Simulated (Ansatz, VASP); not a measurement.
# One calculation of Cu, two programs

```
Cu
1.0
     0.00000    2.53965    2.53965
     2.53965    0.00000    2.53965
     2.53965    2.53965    0.00000
Cu
2
Direct
  0.12500 0.12500 0.12500
  0.87500 0.87500 0.87500
```

Alike in both runs: task single point; functional LDA; k mesh 12 × 12 × 12; occupations fermi-dirac, width 0.1 eV; no spin polarisation.

|  | VASP | Ansatz |
| --- | --- | --- |
| version | VASP 6.6.1 | Ansatz 0.2.0 |
| potentials or method | VASP PAW LDA potentials, release 64 (Cu) | plane waves (420 eV) with PAW, scalar-relativistic |
| plane-wave cutoff (eV) | 520 | 420 |
| valence electrons in the cell | 22 | 38 |

Ansatz gave:

| Quantity | Value |
| --- | --- |
| pressure (GPa) | 3.5 |

Estimate VASP's values.

pressure (GPa): 3.8.

The two sets of potentials don't hold the same shells in valence. Ansatz warned: «pseudo_functional_mismatch».
